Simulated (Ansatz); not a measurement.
## MnS under changes of volume

One of the cells (17.667 Å³/atom); the others are scaled copies at fixed shape and fractional positions:

```
Mn S
1.0
     0.00000    2.60450    2.60450
     2.60450    0.00000    2.60450
     2.60450    2.60450    0.00000
Mn S
1 1
Direct
  0.00000 0.00000 0.00000
  0.50000 0.50000 0.50000
```

| Item | Value |
| --- | --- |
| Program | Ansatz 0.2.0 |
| Functional | PBE |
| Potentials or basis | Ansatz PAW |
| Cutoff | 420 eV (not typed: the program's choice for these potentials) |
| k mesh | 9 × 9 × 9 |
| Occupations | fermi-dirac, width 0.05 eV |
| Spin | collinear spin, ferromagnetic start |
| Starting moments | [4.0, 0.0] μB |

```tsv
volume (Å³/atom)	energy over the lowest point (meV/atom)	pressure (GPa)	moment (μB per cell)
16.607	0.00	0.3	4.54
16.961	0.16	-0.7	4.61
17.314	2.74	-1.8	4.67
17.667	7.82	-2.9	4.71
18.021	?	?	?
18.374	24.59	-4.8	4.79
18.727	35.94	-5.6	4.83
```

Question: What does the run at 18.021 Å³/atom give?

Answer: Energy over the lowest point 15.20 meV/atom; pressure -3.9 GPa; moment 4.76 μB per cell.

Worked out: A Birch-Murnaghan fit of order 3 (a polynomial in V^(-2/3)) to the other rows has its minimum at 16.77 Å³/atom with B0 = V·E''(V) = 57 GPa (rough, since the energies scatter). It gives 15.15 meV/atom at 18.021 Å³/atom, against the run's 15.20, and -dE/dV = -3.8 GPa, against -3.9. A parabola through the other rows of the moment, of slope 0.115 μB per Å³/atom there, gives 4.76 μB, against the run's 4.76.

Energies are extrapolated to zero smearing.

Caveats: a cell with one magnetic atom can't hold antiferromagnetic order, which such compounds often take.
